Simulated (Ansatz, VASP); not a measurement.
# NiO2: VASP beside Ansatz

```xyz
3
Lattice="2.7845 0.0000 0.0000 -1.3923 2.4115 0.0000 0.0000 0.0000 4.8789" Properties=species:S:1:pos:R:3 pbc="T T T"
Ni    0.0000    0.0000    2.4395
O     1.3923    0.8038    3.3723
O     0.0000    1.6076    1.5066
```

The cell comes from a database or a generator and needn't be the stable form of this composition.

Alike in both runs: task single point; functional PBEsol; k mesh 12 × 12 × 6; occupations gaussian, width 0.05 eV; no spin polarisation.

|  | VASP | Ansatz |
| --- | --- | --- |
| version | VASP 6.6.1 | Ansatz 0.2.0 |
| potentials or method | VASP PAW PBE potentials, release 64 (Ni, O) | scalar-relativistic, plane waves, PAW |
| plane-wave cutoff (eV) | 520 | 420 |
| valence electrons in the cell | 22 | 30 |

```tsv
	VASP	Ansatz	Ansatz less VASP
gap on the k mesh at the Fermi level (eV)	1.02	1.04	+0.022
least direct gap on the mesh (eV)	1.25	1.28	+0.022
pressure (GPa)	0.7	0.0	-0.68
largest component of the traceless stress (GPa)	0.27	0.03	-0.236
rms of the force components (eV/Å)	0.032	0.000	-0.0313
```

Atom by atom the forces differ by 0.031 eV/Å (rms over components). The two sets of potentials don't hold the same shells in valence.

Caveats: the PAW data sets were made with another functional, which shifts forces and pressure a little (VASP). Spin polarisation is off, so any magnetic state and its effect on volume and gap are missing. A k mesh can miss the band edges.
